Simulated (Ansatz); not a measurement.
# Charge transition levels of the Al interstitial in AlP, term by term

Computed with DFT PBE, scalar-relativistic, plane waves, PAW (Ansatz). Settings: 420 eV cutoff, 2×2×2 k-mesh, shifted by half a step, Gaussian smearing of 0.01 eV, collinear spin in charge 0, +2 alone.

Host crystal, relaxed:

```yaml
crystal:
  lattice:
    - [0.00000, 2.75367, 2.75367]
    - [2.75367, 0.00000, 2.75367]
    - [2.75367, 2.75367, 0.00000]
  atoms:
    - { symbol: Al, position: [0.00000, 0.00000, 0.00000] }
    - { symbol: P, position: [0.75000, 0.75000, 0.75000] }
```

The Al interstitial was set at (0.250, 0.250, 0.250) of the host cell, in a supercell of 32 sites (668 Å³), relaxed at fixed cell in each charge q, from a start with the atoms near it displaced at random. The host's Kohn–Sham gap is 1.63 eV and its static dielectric constant 10.4 (mean). For each charge: the supercell's free energy over the neutral one with q electrons exchanged at the valence band top, F(q) − F(0) + qE_v; the image-charge term; and the term that aligns the potential far from the defect with the host's.

```json
{"q": "+3", "F(q) − F(0) + qE_v (eV)": "-4.958", "image charge (eV)": "2.062", "alignment (eV)": "0.371"}
{"q": "+2", "F(q) − F(0) + qE_v (eV)": "-3.724", "image charge (eV)": "0.916", "alignment (eV)": "0.346"}
{"q": "+1", "F(q) − F(0) + qE_v (eV)": "-2.375", "image charge (eV)": "0.229", "alignment (eV)": "0.226"}
{"q": "0", "F(q) − F(0) + qE_v (eV)": "0.000", "image charge (eV)": "0.000", "alignment (eV)": "0.000"}
```

Q: Add the terms and find the levels between neighbouring charges, ε(q/q′) = [A(q′) − A(q)]/(q − q′), with and without the two corrections.

A: A(q): -2.525 eV for +3, -2.462 eV for +2, -1.921 eV for +1, 0.000 eV for 0.
```json
{"level": "(+3/+2)", "corrected (eV over E_v)": "0.06", "uncorrected (eV)": "1.23"}
{"level": "(+2/+1)", "corrected (eV over E_v)": "0.54", "uncorrected (eV)": "1.35"}
{"level": "(+1/0)", "corrected (eV over E_v)": "1.92", "uncorrected (eV)": "2.38"}
```

As a check, a point charge in a simple cubic cell of this volume has q²αe²/(2εL) = 0.225 q² eV (e² = 14.40 eV Å, α = 2.837, L = 8.74 Å); the shape of the real cell can change it somewhat. The term grows as q², so it pushes donor levels down and acceptor levels up. The program doubts the alignment for q = +2, +1, so levels beside it are uncertain by about that term.

Q: Which of these charges is lowest with the Fermi level at the valence band top, at mid-gap and at the conduction band bottom?

A: The line A(q) + qE_F that lies lowest gives the charge: +3 at E_F = 0.00 eV, +1 at E_F = 0.82 eV, +1 at E_F = 1.63 eV. (+1/0) falls outside this Kohn–Sham gap, so the change of charge isn't reached within it; the real gap is usually wider and may hold a localised level, while a level that comes from a carrier in the host's bands only marks the band edge and moves with it. In charge +2, 0 the cell has partly filled levels, from a carrier spread over the host's bands, a defect level that the small cell broadens into a band, or a degenerate defect level, so the levels beside it are doubtful. In charge 0 the extra carrier sits in the host's bands, sampled away from their edge; a term of -0.29 eV would put the level beside it at that edge (it also undoes corrections that don't apply to a spread carrier) and isn't included above. Without the alignment that the program doubts, the level (+3/+2) would lie at -0.28 eV, outside the gap, so these runs don't decide whether the defect changes charge there. Charges beyond those computed could lie lower near the band edges.

Q: The neutral defect forms at 3.78 eV with atoms taken from and returned to the elements. What are the formation energies at those three Fermi levels, and what share of sites would hold the defect at 1200 K with E_F at mid-gap, if the host still stood at that temperature?

A: E_f = E_f(0) + A(q) + qE_F = 1.26, 2.68, 3.49 eV. In the dilute limit the share is exp(−E_f/k_BT) = exp(−2.676/0.1034) = 5.8×10⁻¹², leaving out degeneracy and vibrational entropy. This is the Al-rich limit; a poorer supply of Al, or a competing compound of it, raises E_f. The small cell and the narrow Kohn–Sham gap leave errors of tenths of an eV or more, which change the share by orders of magnitude.

The interstitial acts as a donor, and at mid-gap the +1 charge comes out lowest of those computed, though its margin over +2, about 0.3 eV, is no larger than the likely errors. This fits the valence shell of Al: the single 3p electron is readily given up to the conduction band, while the more tightly bound 3s pair stays on the atom as Al⁺. The (+1/0) result therefore probably reflects a carrier in the host's band rather than a deep 3p level. Removing the 3s electrons would lead towards closed-shell Al³⁺, which the polarisable lattice screens well, but how far this goes in p-type material remains open. The image-charge term provides most of the downward shift of the two lower levels and of their separation, so neither is a direct measure of 3s binding or of repulsion within the pair.

The formation energy falls as the Fermi level drops, so the defect would tend to compensate acceptors, most strongly under Al-rich conditions. The starting site has Al nearest neighbours; the tetrahedral site surrounded by P, which may suit a highly charged cation better, isn't compared.
